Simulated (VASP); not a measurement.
Here is a VASP 6.6.1 calculation.

run.py

```python
from ase.calculators.vasp import Vasp
from ase.dft.bandgap import bandgap
from ase.io import read

atoms = read('SnTe.cif', primitive_cell=True, subtrans_included=False)
calc = Vasp(
    directory='calc',
    xc='rpbe',
    pp='PBE',
    setups='recommended',
    prec='Accurate',
    encut=520,
    ediff=1e-07,
    ismear=0,
    sigma=0.05,
    lreal=False,
    lasph=True,
    nelm=80,
    algo='Normal',
    isif=2,
    lwave=False,
    lcharg=False,
    kpts=[7, 7, 7],
    gamma=True,
    nbands=17,
)
atoms.calc = calc

print('energy (eV):', atoms.get_potential_energy())
print('free energy (eV):', atoms.get_potential_energy(force_consistent=True))
print('forces (eV/A):')
print(atoms.get_forces())
print('stress (eV/A^3, Voigt):', atoms.get_stress())
print('Fermi level (eV):', calc.get_fermi_level())
gap, top, bottom = bandgap(calc)
print('band gap (eV):', gap, 'from (spin, k, band)', top, 'to', bottom)
```

Contents of SnTe.cif:

```cif
data_SnTe
_cell_length_a 6.30170000
_cell_length_b 6.30170000
_cell_length_c 6.30170000
_cell_angle_alpha 90.00000000
_cell_angle_beta 90.00000000
_cell_angle_gamma 90.00000000
_space_group_name_H-M_alt 'Fm-3m'
_space_group_name_Hall '-F 4 2 3'
_space_group_IT_number 225
loop_
_space_group_symop_operation_xyz
'x,y,z'
'-x,-y,-z'
'-y,x,z'
'y,-x,-z'
'-x,-y,z'
'x,y,-z'
'y,-x,z'
'-y,x,-z'
'x,-y,-z'
'-x,y,z'
'-y,-x,-z'
'y,x,z'
'-x,y,-z'
'x,-y,z'
'y,x,-z'
'-y,-x,z'
'z,x,y'
'-z,-x,-y'
'z,-y,x'
'-z,y,-x'
'z,-x,-y'
'-z,x,y'
'z,y,-x'
'-z,-y,x'
'-z,x,-y'
'z,-x,y'
'-z,-y,-x'
'z,y,x'
'-z,-x,y'
'z,x,-y'
'-z,y,x'
'z,-y,-x'
'y,z,x'
'-y,-z,-x'
'x,z,-y'
'-x,-z,y'
'-y,z,-x'
'y,-z,x'
'-x,z,y'
'x,-z,-y'
'-y,-z,x'
'y,z,-x'
'-x,-z,-y'
'x,z,y'
'y,-z,-x'
'-y,z,x'
'x,-z,y'
'-x,z,-y'
'x,y+1/2,z+1/2'
'-x,-y+1/2,-z+1/2'
'-y,x+1/2,z+1/2'
'y,-x+1/2,-z+1/2'
'-x,-y+1/2,z+1/2'
'x,y+1/2,-z+1/2'
'y,-x+1/2,z+1/2'
'-y,x+1/2,-z+1/2'
'x,-y+1/2,-z+1/2'
'-x,y+1/2,z+1/2'
'-y,-x+1/2,-z+1/2'
[... 41 lines left out ...]
'-x+1/2,-y,z+1/2'
'x+1/2,y,-z+1/2'
'y+1/2,-x,z+1/2'
'-y+1/2,x,-z+1/2'
'x+1/2,-y,-z+1/2'
'-x+1/2,y,z+1/2'
'-y+1/2,-x,-z+1/2'
'y+1/2,x,z+1/2'
'-x+1/2,y,-z+1/2'
'x+1/2,-y,z+1/2'
'y+1/2,x,-z+1/2'
'-y+1/2,-x,z+1/2'
'z+1/2,x,y+1/2'
'-z+1/2,-x,-y+1/2'
'z+1/2,-y,x+1/2'
'-z+1/2,y,-x+1/2'
'z+1/2,-x,-y+1/2'
'-z+1/2,x,y+1/2'
'z+1/2,y,-x+1/2'
'-z+1/2,-y,x+1/2'
'-z+1/2,x,-y+1/2'
'z+1/2,-x,y+1/2'
'-z+1/2,-y,-x+1/2'
'z+1/2,y,x+1/2'
'-z+1/2,-x,y+1/2'
'z+1/2,x,-y+1/2'
'-z+1/2,y,x+1/2'
'z+1/2,-y,-x+1/2'
'y+1/2,z,x+1/2'
'-y+1/2,-z,-x+1/2'
'x+1/2,z,-y+1/2'
'-x+1/2,-z,y+1/2'
'-y+1/2,z,-x+1/2'
'y+1/2,-z,x+1/2'
'-x+1/2,z,y+1/2'
'x+1/2,-z,-y+1/2'
'-y+1/2,-z,x+1/2'
'y+1/2,z,-x+1/2'
'-x+1/2,-z,-y+1/2'
'x+1/2,z,y+1/2'
'y+1/2,-z,-x+1/2'
'-y+1/2,z,x+1/2'
'x+1/2,-z,y+1/2'
'-x+1/2,z,-y+1/2'
'x+1/2,y+1/2,z'
'-x+1/2,-y+1/2,-z'
'-y+1/2,x+1/2,z'
'y+1/2,-x+1/2,-z'
'-x+1/2,-y+1/2,z'
'x+1/2,y+1/2,-z'
'y+1/2,-x+1/2,z'
'-y+1/2,x+1/2,-z'
'x+1/2,-y+1/2,-z'
'-x+1/2,y+1/2,z'
'-y+1/2,-x+1/2,-z'
'y+1/2,x+1/2,z'
'-x+1/2,y+1/2,-z'
'x+1/2,-y+1/2,z'
'y+1/2,x+1/2,-z'
'-y+1/2,-x+1/2,z'
'z+1/2,x+1/2,y'
'-z+1/2,-x+1/2,-y'
'z+1/2,-y+1/2,x'
'-z+1/2,y+1/2,-x'
'z+1/2,-x+1/2,-y'
'-z+1/2,x+1/2,y'
'z+1/2,y+1/2,-x'
'-z+1/2,-y+1/2,x'
'-z+1/2,x+1/2,-y'
'z+1/2,-x+1/2,y'
'-z+1/2,-y+1/2,-x'
'z+1/2,y+1/2,x'
'-z+1/2,-x+1/2,y'
'z+1/2,x+1/2,-y'
'-z+1/2,y+1/2,x'
'z+1/2,-y+1/2,-x'
'y+1/2,z+1/2,x'
'-y+1/2,-z+1/2,-x'
'x+1/2,z+1/2,-y'
'-x+1/2,-z+1/2,y'
'-y+1/2,z+1/2,-x'
'y+1/2,-z+1/2,x'
'-x+1/2,z+1/2,y'
'x+1/2,-z+1/2,-y'
'-y+1/2,-z+1/2,x'
'y+1/2,z+1/2,-x'
'-x+1/2,-z+1/2,-y'
'x+1/2,z+1/2,y'
'y+1/2,-z+1/2,-x'
'-y+1/2,z+1/2,x'
'x+1/2,-z+1/2,y'
'-x+1/2,z+1/2,-y'
loop_
_atom_site_label
_atom_site_type_symbol
_atom_site_symmetry_multiplicity
_atom_site_Wyckoff_symbol
_atom_site_fract_x
_atom_site_fract_y
_atom_site_fract_z
_atom_site_occupancy
Te1 Te 4 b 0.5000000000 0.0000000000 0.0000000000 1
Sn1 Sn 4 a 0.0000000000 0.0000000000 0.0000000000 1
```

Potentials or basis: VASP PAW PBE potentials, release 64 (Te, Sn_d).

Run with:

```console
$ python run.py
```

Problem. Estimate the pressure.

Solution. 3.6 GPa.

Caveat: this odd mesh misses L, where the gap lies, so gap, dielectric constants and Born charges aren't listed; the PAW data sets were made with another functional, which shifts forces and pressure a little. Spin-orbit coupling is left out, which matters for the levels of Te.
